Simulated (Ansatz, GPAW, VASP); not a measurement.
# One calculation of Au, 4 ways

```
Au
1.0
     0.00000    2.03500    2.03500
     2.03500    0.00000    2.03500
     2.03500    2.03500    0.00000
Au
1
Direct
  0.00000 0.00000 0.00000
```

Alike in all runs: task single point; functional PBE; k mesh 11 × 11 × 11; occupations gaussian, width 0.014 eV; no spin polarisation; no spin-orbit coupling. Pressure is positive in compression and, in plane waves, holds the error of the finite cutoff, which Ansatz's Pulay term estimates and takes out.

```tsv
program and potentials	plane-wave cutoff (eV)	notes	pressure (GPa)
Ansatz, Ansatz PAW	420	19 valence electrons an atom on average; Pulay term of +0.06 GPa included	10.84
VASP, PBE PAW files Au, 520 eV	520	11 valence electrons an atom on average	10.51
GPAW, GPAW PAW data sets (gpaw-data 1.2.1)	600	11 valence electrons an atom on average	13.36
Ansatz, all-electron LAPW, scalar-relativistic	-	-	10.81
```

The pressure spans 10.51 (VASP, PBE PAW files Au, 520 eV) to 13.36 GPa (GPAW, GPAW PAW data sets (gpaw-data 1.2.1)), with all-electron results at 10.81. The cell lies far from this level's equilibrium.

The functional is the same throughout but for its coding, so the spread measures potentials, basis and numerics; runs on potential files found faulty are left out.

The positive pressure in all four runs means that PBE would expand this fcc cell, although its lattice constant is close to that of real gold at ambient conditions. Most of the pressure therefore reflects the functional rather than a physically compressed metal. PBE's gradient correction weakens the cohesion from the s electrons and s-d hybridisation, so the repulsion between the nearly full 5d shells is balanced only at a larger volume.

Ansatz PAW, at 10.84 GPa, practically reproduces the all-electron 10.81 GPa, and VASP falls slightly lower. GPAW stands apart at 13.36 GPa. The size of the valence space alone can't account for this, since VASP also treats 11 electrons and deviates the other way. An incomplete plane-wave basis normally lowers the calculated pressure, so the GPAW excess more probably comes from its data set or from the numerical evaluation of the stress. A single volume doesn't show whether that offset would carry over to the equilibrium lattice constant or the bulk modulus.
